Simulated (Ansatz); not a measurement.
**Strain and the gap of NaCl (CsCl type)**

NaCl (CsCl type), relaxed with r2SCAN in the PAW code Ansatz. The symmetry is Pm-3m (No. 221, cubic); a = 3.460 Å in the conventional setting, 20.70 Å³ an atom. Na is surrounded by 8 Cl at 3.00 Å; Cl is surrounded by 8 Na at 3.00 Å.

The axes x, y and z are those of this cell:
```
CELL_PARAMETERS angstrom
3.45955 0.00000 0.00000
0.00000 3.45955 0.00000
0.00000 0.00000 3.45955
ATOMIC_POSITIONS crystal
Na 0.00000 0.00000 0.00000
Cl 0.50000 0.50000 0.50000
```

Unstrained: The PBE gap is indirect, 4.105 eV (M to Γ), below the direct gap of 4.626 eV at Γ. The r2SCAN gap is indirect, 4.916 eV (M to Γ), below the direct gap of 5.454 eV at Γ. HSE06 gives an indirect gap of 5.429 eV, from M to Γ; the least direct gap is 5.993 eV at Γ. Meshes: PBE 8×8×8, r2SCAN 8×8×8, HSE06 6×6×6. Strains are changes of length per length. After each strain the atoms were relaxed again with r2SCAN within the symmetry that the strain leaves, so tilts or polar shifts that break it weren't tested; points keep the names that they have in the unstrained zone. The calculation is spin-unpolarised, and the structure need not be a phase that has been made.

Changes of the least gap in eV (an overlap counts as a negative gap):
```csv
strain,volume change (%),space group,PBE,r2SCAN,HSE06,"energy rise, r2SCAN (meV/atom)"
uniaxial +4.9 % along z,+4.9,P4/mmm,-0.298,-0.318,-0.313,12.1
"biaxial +2.13 % in x and y, z held",+4.3,P4/mmm,-0.236,-0.250,-0.247,4.7
isotropic +2.93 % on every length,+9.1,Pm-3m,-0.286,-0.306,-0.306,12.9
```

Uniaxial +4.9 % along z, other directions held. HSE06: the gap goes from 5.429 to 5.116 eV (-0.313 eV). Stress change with r2SCAN, compression positive: xx +0.03, yy +0.03, zz -3.70 GPa.

Biaxial +2.13 % in x and y, z held. HSE06: the gap goes from 5.429 to 5.182 eV (-0.247 eV). Stress change with r2SCAN, compression positive: xx -1.68, yy -1.68, zz +0.02 GPa.

Isotropic +2.93 % on every length. HSE06: the gap goes from 5.429 to 5.123 eV (-0.306 eV). Stress change with r2SCAN, compression positive: xx -2.09, yy -2.09, zz -2.09 GPa. For HSE06, dE_g/d ln V = -3.5 eV over this step.

The meshes of the hybrids are coarse, so their gaps aren't converged to the digits shown.
